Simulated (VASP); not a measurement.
# BAs (F-43m) in VASP: notebook, part 2 of 2

VASP 6.6.1. The steps go on from the part before.

### 3 Phonons, LDA

This run uses another cell than the first one, of 13.33 Å³/atom, 0.990 times its volume.

Input file POSCAR:

```
BAs
1.0
    0.0000000000      2.3711456976      2.3711456976
    2.3711456976      0.0000000000      2.3711456976
    2.3711456976      2.3711456976      0.0000000000
  B               As
     1     1
Direct
     0.0000000000000000    0.0000000000000000    0.0000000000000000
     0.2500000000000000    0.2500000000000000    0.2500000000000000
```

Input file INCAR.step1:

```
SYSTEM = BAs
PREC = Accurate ; ENCUT = 600
EDIFF = 1E-8 ; ISMEAR = 0
SIGMA = 0.03 ; LREAL = .False.
LASPH = .True. ; NELM = 80
ALGO = Normal ; ISIF = 3
LWAVE = .False. ; LCHARG = .False.
GGA = CA ; PSTRESS = 15.0
IBRION = 2 ; NSW = 40
EDIFFG = -0.002
```

Input file INCAR.step2:

```
SYSTEM = BAs
PREC = Accurate ; ENCUT = 600
EDIFF = 1E-8 ; ISMEAR = 0
SIGMA = 0.03 ; LREAL = .False.
LASPH = .True. ; NELM = 80
ALGO = Normal ; ISIF = 2
LWAVE = .False. ; LCHARG = .False.
GGA = CA ; PSTRESS = 15.0
IBRION = 6 ; NFREE = 2
POTIM = 0.015 ; NSW = 1
```

Input file KPOINTS:

```
Automatic mesh
0
Gamma
  10 10 10
  0 0 0
```

Potentials or basis: VASP PAW LDA potentials, release 64 (B, As).

Started as:

```console
> cat potpaw_LDA.64/B/POTCAR potpaw_LDA.64/As/POTCAR > POTCAR
> cp INCAR.step1 INCAR
> mpirun -np 1 vasp_std > vasp.out
> cp CONTCAR POSCAR
> cp INCAR.step2 INCAR
> mpirun -np 1 vasp_std > vasp.out
```

OUTCAR:

```text
SYSTEM = BAs
   PREC = Accurate
   ENCUT = 600
   EDIFF = 1E-8
   ISMEAR = 0
   LREAL = .False.
   LASPH = .True.
   NELM = 80
   ISIF = 2
   GGA = CA
   PSTRESS = 15.0
   IBRION = 6
   NFREE = 2
   POTIM = 0.015
   NSW = 1

 ion  position               nearest neighbor table
   1  0.000  0.000  0.000-   2 2.05   2 2.05   2 2.05   2 2.05
   2  0.250  0.250  0.250-   1 2.05   1 2.05   1 2.05   1 2.05

  LATTYP: Found a face centered cubic cell.
 ALAT       =     4.7265402376

  Lattice vectors:

 A1 = (   0.0000000000,   2.3632701188,   2.3632701188)
 A2 = (   2.3632701188,   0.0000000000,   2.3632701188)
 A3 = (   2.3632701188,   2.3632701188,   0.0000000000)

Analysis of symmetry for initial positions (statically):
=====================================================================
 Subroutine PRICEL returns:
 Original cell was already a primitive cell.

 Routine SETGRP: Setting up the symmetry group for a
 face centered cubic supercell.

 Subroutine GETGRP returns: Found 24 space group operations
 (whereof 24 operations were pure point group operations)
 out of a pool of 48 trial point group operations.

The static configuration has the point symmetry T_d .

Analysis of symmetry for dynamics (positions and initial velocities):
=====================================================================
 Subroutine PRICEL returns:
 Original cell was already a primitive cell.

 Routine SETGRP: Setting up the symmetry group for a
 face centered cubic supercell.

 Subroutine GETGRP returns: Found 24 space group operations
 (whereof 24 operations were pure point group operations)
 out of a pool of 48 trial point group operations.

The dynamic configuration has the point symmetry T_d .

 Subroutine INISYM returns: Found 24 space group operations
 (whereof 24 operations are pure point group operations),
 and found     1 'primitive' translations

----------------------------------------------------------------------------------------

                                     Primitive cell

  volume of cell :      26.3979

  direct lattice vectors                    reciprocal lattice vectors
     0.000000000  2.363270119  2.363270119    -0.211571244  0.211571244  0.211571244
     2.363270119  0.000000000  2.363270119     0.211571244 -0.211571244  0.211571244
     2.363270119  2.363270119  0.000000000     0.211571244  0.211571244 -0.211571244

  length of vectors
     3.342168654  3.342168654  3.342168654     0.366452145  0.366452145  0.366452145

  position of ions in fractional coordinates (direct lattice)
     0.000000000  0.000000000  0.000000000
     0.250000000  0.250000000  0.250000000

  ion indices of the primitive-cell ions
[... 99 lines left out ...]
   LORBIT       =      0    0 simple, 1 ext, 2 COOP (PROOUT), +10 PAW based schemes
   GGA     = CA    functional components
   LHFCALC =     F    Hartree Fock is set to
   AEXX    =    0.0000 exact exchange contribution
   IVDW    =     0    specifies the selected vdW correction
   LEPSILON=     F    determine dielectric tensor
   LRPA    =     F    only Hartree local field effects (RPA)
 finite differences with symmetry
 non-spin polarized calculation
 Gauss-broadening in eV      SIGMA  =   0.03
  energy-cutoff  :      600.00
  volume of cell :       26.40
 maximum number of plane-waves:       903
   NGX = 13   NGY = 13   NGZ = 13

--------------------------------------- Ionic step        1  -------------------------------------------

 number of electron       8.0000000 magnetization

 Free energy of the ion-electron system (eV)
  ---------------------------------------------------
  ext. energy  EPLUGINS =         0.00000000
  ---------------------------------------------------
  free energy    TOTEN  =       -12.92610617 eV

  energy without entropy =      -12.92610617  energy(sigma->0) =      -12.92610617

------------------------ aborting loop because EDIFF is reached ----------------------------------------

  FORCE on cell =-STRESS in cart. coord.  units (eV):
  Direction    XX          YY          ZZ          XY          YZ          ZX
  --------------------------------------------------------------------------------------
  -------------------------------------------------------------------------------------
  Total        0.2466112      0.2466112      0.2466112     -0.0000000      0.0000000     -0.0000000
  in kB       14.9676385     14.9676385     14.9676385     -0.0000000      0.0000000     -0.0000000
  external PRESSURE =      -0.0323615 kB  Pullay stress =      15.0000000 kB
[... 139 lines left out ...]
--------------------------------------- Ionic step        5  -------------------------------------------

 number of electron       8.0000000 magnetization

 Free energy of the ion-electron system (eV)
  ---------------------------------------------------
  ext. energy  EPLUGINS =         0.00000000
  ---------------------------------------------------
  free energy    TOTEN  =       -12.92415018 eV

  energy without entropy =      -12.92415018  energy(sigma->0) =      -12.92415018

 E-fermi :   6.7778     XC(G=0): -10.9171

 val. band max:        6.6286279090   @ k =   0.0000   0.0000   0.0000
 cond. band min:       7.6126761106   @ k =   0.0000   0.4000   0.4000
 fundamental gap:      0.9840482016
 Fermi energy:         6.7777981772

 k-point     1 :       0.0000    0.0000    0.0000
  band No.  band energies     occupation
      1      -9.1482      2.00000
      2       6.4128      2.00000
      3       6.5218      2.00000
      4       6.6286      2.00000
      5       9.7287      0.00000
      6       9.8105      0.00000
      7       9.8954      0.00000
      8      11.6239      0.00000
[... 243 lines left out ...]
 k-point    24 :       0.4000    0.3000    0.0000
  band No.  band energies     occupation
      1      -6.4301      2.00000
      2       0.0112      2.00000
      3       2.4413      2.00000
      4       2.9208      2.00000
      5       8.1471      0.00000
      6       9.8655      0.00000
      7      15.5167      0.00000
      8      15.7463      0.00000

 [... further k-points ...]
[... 5 lines left out ...]
  --------------------------------------------------------------------------------------
  -------------------------------------------------------------------------------------
  Total        0.2469235      0.2507367      0.2507367      0.0000000      0.1230717      0.0000000
  in kB       14.9865948     15.2180315     15.2180315      0.0000000      7.4696214      0.0000000
  external PRESSURE =       0.1408860 kB  Pullay stress =      15.0000000 kB
[... 21 lines left out ...]
  energy  without entropy=      -12.9241501773  energy(sigma->0) =      -12.92415018

  enthalpy is  TOTEN    =       -12.6770057833 eV   P V=        0.2471443939

 INTERNAL STRAIN TENSORS FROM DISPLACED ATOMS
 ============================================

 INTERNAL STRAIN TENSOR FOR ION    1 for displacements in x,y,z  (eV/Angst):
          X           Y           Z          XY          YZ          ZX
  --------------------------------------------------------------------------------
  x    -0.00000     0.00000     0.00000     0.00000     8.21367     0.00000
  y     0.00000    -0.00000     0.00000     0.00000     0.00000     8.21367
  z     0.00000     0.00000    -0.00000     8.21367     0.00000     0.00000

 INTERNAL STRAIN TENSOR FOR ION    2 for displacements in x,y,z  (eV/Angst):
          X           Y           Z          XY          YZ          ZX
  --------------------------------------------------------------------------------
  x     0.00000     0.00000     0.00000     0.00000    -8.20433     0.00000
  y     0.00000     0.00000     0.00000     0.00000     0.00000    -8.20433
  z     0.00000     0.00000     0.00000    -8.20433     0.00000     0.00000

 Eigenvectors and eigenvalues of the dynamical matrix
 ----------------------------------------------------

   1 f  =   21.204591 THz   133.232376 2PiTHz  707.309029 cm-1    87.695103 meV
             X         Y         Z           dx          dy          dz
      0.000000  0.000000  0.000000    -0.000000    0.000000    0.934823
      1.181635  1.181635  1.181635    -0.000000    0.000000   -0.355114
[... 21 lines left out ...]
   6 f/i=    0.000166 THz     0.001044 2PiTHz    0.005542 cm-1     0.000687 meV
             X         Y         Z           dx          dy          dz
      0.000000  0.000000  0.000000    -0.106533   -0.329187    0.079956
      1.181635  1.181635  1.181635    -0.280442   -0.866570    0.210480

 ELASTIC MODULI CONTR FROM IONIC RELAXATION (kBar)
 Direction    XX          YY          ZZ          XY          YZ          ZX
 --------------------------------------------------------------------------------
 XX          -0.0000      0.0000      0.0000     -0.0000      0.0000     -0.0000
 YY           0.0000     -0.0000      0.0000     -0.0000     -0.0000      0.0000
 ZZ           0.0000      0.0000     -0.0000      0.0000     -0.0000     -0.0000
 XY          -0.0000     -0.0000      0.0000   -235.3031      0.0000      0.0000
 YZ           0.0000     -0.0000     -0.0000      0.0000   -235.3031      0.0000
 ZX          -0.0000      0.0000     -0.0000      0.0000      0.0000   -235.3031
 --------------------------------------------------------------------------------
```

Run time: 61 s. Hardware: 1 thread of Intel Xeon 6975P-C (Granite Rapids), shared host; peak memory 0.21 GiB.

What came out:

| Quantity | Value |
| --- | --- |
| Relaxed volume | 13.20 Å³/atom |
| Relaxed cell | a = 3.342 Å, b = 3.342 Å, c = 3.342 Å, α = 60.00°, β = 60.00°, γ = 60.00° |
| Space group after relaxing (to 0.05 Å) | F-43m (No. 216) |
| Highest phonon frequency at Γ, LO-TO splitting left out | 707 cm⁻¹ |

Step by step:
| step | energy change (eV) | largest force (eV/Å) | pressure (GPa) | volume (Å³) |
| --- | --- | --- | --- | --- |
| 1 | 0.0000 | 0.0000 | -0.01 | 26.66 |
| 2 | 0.0041 | 0.0000 | 2.78 | 26.18 |
| 3 | 0.0012 | 0.0000 | 1.50 | 26.40 |

Final structure:
```cif
data_structure
_symmetry_space_group_name_H-M 'P 1'
_symmetry_Int_Tables_number 1
_cell_length_a 3.3422
_cell_length_b 3.3422
_cell_length_c 3.3422
_cell_angle_alpha 60.000
_cell_angle_beta 60.000
_cell_angle_gamma 60.000
_cell_volume 26.40
loop_
_atom_site_label
_atom_site_type_symbol
_atom_site_fract_x
_atom_site_fract_y
_atom_site_fract_z
_atom_site_occupancy
B1 B 0.00000 0.00000 0.00000 1
As1 As 0.25000 0.25000 0.25000 1
```

Phonon frequencies in cm⁻¹ (negative: imaginary):
```tsv
q point	frequencies
(0.000, 0.000, 0.000)	0 0 0 707 707 707
```

### 4 Dielectric tensor, LDA

This run uses another cell than the first one, of 13.20 Å³/atom, 0.980 times its volume.

Input file INCAR:

```
SYSTEM = BAs
PREC = Accurate ; ENCUT = 600
EDIFF = 1E-8 ; ISMEAR = 0
SIGMA = 0.03 ; LREAL = .False.
LASPH = .True. ; NELM = 80
ALGO = Normal ; ISIF = 2
LWAVE = .False. ; LCHARG = .False.
GGA = CA ; LEPSILON = .True.
```

Input file KPOINTS:

```
Automatic mesh
0
Monkhorst
  16 16 16
  0 0 0
```

Input file POSCAR:

```
BAs                                     
1.0
   -0.0000000000      2.3632701188      2.3632701188
    2.3632701188     -0.0000000000      2.3632701188
    2.3632701188      2.3632701188      0.0000000000
  B               As            
     1     1
Direct
     0.0000000000000000    0.0000000000000000    0.0000000000000000
     0.2500000000000000    0.2500000000000000    0.2500000000000000
```

Potentials or basis: VASP PAW LDA potentials, release 64 (B, As).

Started as:

```console
> cat potpaw_LDA.64/B/POTCAR potpaw_LDA.64/As/POTCAR > POTCAR
> mpirun -np 1 vasp_std > vasp.out
```

OUTCAR:

```text
SYSTEM = BAs
   PREC = Accurate
   ENCUT = 600
   EDIFF = 1E-8
   ISMEAR = 0
   LREAL = .False.
   LASPH = .True.
   NELM = 80
   ISIF = 2
   GGA = CA
   LEPSILON = .True.

 ion  position               nearest neighbor table
   1  0.000  0.000  0.000-   2 2.05   2 2.05   2 2.05   2 2.05
   2  0.250  0.250  0.250-   1 2.05   1 2.05   1 2.05   1 2.05

  LATTYP: Found a face centered cubic cell.
 ALAT       =     4.7265402376

  Lattice vectors:

 A1 = (   0.0000000000,   2.3632701188,   2.3632701188)
 A2 = (   2.3632701188,   0.0000000000,   2.3632701188)
[... 512 lines left out ...]
 PIEZOELECTRIC TENSOR FIELD DIRECTION 3  (C/m^2)
 -----------------------------------------------------------------------------
    -0.00043  0.13009  0.00000
     0.13009 -0.00043  0.00000
     0.00000  0.00000  0.00059

 MACROSCOPIC STATIC DIELECTRIC TENSOR (including local field effects in DFT)
 ------------------------------------------------------
           9.605147     0.000000    -0.000000
          -0.000000     9.605147    -0.000000
           0.000000     0.000000     9.605147
 ------------------------------------------------------

 PIEZOELECTRIC TENSOR (including local field effects)  for field in x, y, z        (e  Angst)
          XX          YY          ZZ          XY          YZ          ZX
  --------------------------------------------------------------------------------
  x     0.00000    -0.00000    -0.00000     0.00000     0.21340     0.00000
  y    -0.00000    -0.00000    -0.00000     0.00000    -0.00000     0.21340
  z    -0.00000    -0.00000    -0.00000     0.21340     0.00000    -0.00000

 PIEZOELECTRIC TENSOR (including local field effects)  for field in x, y, z        (C/m^2)
          XX          YY          ZZ          XY          YZ          ZX
  --------------------------------------------------------------------------------
  x     0.00000    -0.00000    -0.00000     0.00000     0.12952     0.00000
  y    -0.00000    -0.00000    -0.00000     0.00000    -0.00000     0.12952
  z    -0.00000    -0.00000    -0.00000     0.12952     0.00000    -0.00000

 BORN EFFECTIVE CHARGES (including local field effects) (in |e|, cummulative output)
 ---------------------------------------------------------------------------------
 ion    1
    1    -0.59024     0.00000     0.00000
    2     0.00000    -0.59024     0.00000
    3     0.00000     0.00000    -0.59024
 ion    2
    1     0.59024     0.00000     0.00000
    2    -0.00000     0.59024    -0.00000
    3    -0.00000     0.00000     0.59024
```

Wall time 19 min (1 thread of Intel Xeon 6975P-C (Granite Rapids), shared host); peak memory 1.4 GiB.

What came out:

* Electronic dielectric tensor (diagonal): 9.61
* Born charges (mean of the diagonal): B -0.59; As +0.59 e

Electronic dielectric tensor:
```
9.61 0.00 0.00
0.00 9.61 0.00
0.00 0.00 9.61
```

Born effective charge tensors (e):
atom 1, B
```
-0.59  0.00  0.00
 0.00 -0.59  0.00
 0.00  0.00 -0.59
```
atom 2, As
```
0.59 0.00 0.00
0.00 0.59 0.00
0.00 0.00 0.59
```
